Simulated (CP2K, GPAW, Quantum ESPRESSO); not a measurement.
BaZrO3: programs and potentials compared

```
Ba Zr O
1.0
     4.19134    0.00000    0.00000
     0.00000    4.19134    0.00000
     0.00000    0.00000    4.19134
Ba Zr O
1 1 3
Direct
  0.00000 0.00000 0.00000
  0.50000 0.50000 0.50000
  0.50000 0.50000 0.00000
  0.50000 0.00000 0.50000
  0.00000 0.50000 0.50000
```

Alike in all runs: task equation of state; functional LDA; k mesh 6 × 6 × 6; occupations fermi-dirac, width 0.05 eV; no spin polarisation; no spin-orbit coupling. LDA stands for any of its common fits.

```json
{"program and potentials": "Quantum ESPRESSO, GBRV 1.5 LDA", "plane-wave cutoff (eV)": "612", "notes": "-", "equilibrium volume (Å³/atom)": "14.34", "bulk modulus (GPa)": "175.7"}
{"program and potentials": "CP2K, GTH_POTENTIALS Ba GTH-PADE-q10, Zr GTH-PADE-q12, O GTH-PADE-q6; TZVP-MOLOPT-PBE-GTH basis", "plane-wave cutoff (eV)": "-", "notes": "atomic basis", "equilibrium volume (Å³/atom)": "14.30", "bulk modulus (GPa)": "175.4"}
{"program and potentials": "GPAW, the program's PAW data sets (release 1.2.1) made for this functional", "plane-wave cutoff (eV)": "800", "notes": "-", "equilibrium volume (Å³/atom)": "14.20", "bulk modulus (GPa)": "174.6"}
```

The equilibrium volume spans 14.20 (GPAW, the program's PAW data sets (release 1.2.1) made for this functional) to 14.34 Å³/atom (Quantum ESPRESSO, GBRV 1.5 LDA). The bulk modulus spans 174.6 (GPAW, the program's PAW data sets (release 1.2.1) made for this functional) to 175.7 GPa (Quantum ESPRESSO, GBRV 1.5 LDA). Rows in atomic bases carry the error of their basis and grid, which can be large.

The functional is the same throughout but for its coding, so the spread measures potentials, basis and numerics; runs on potential files found faulty are left out.
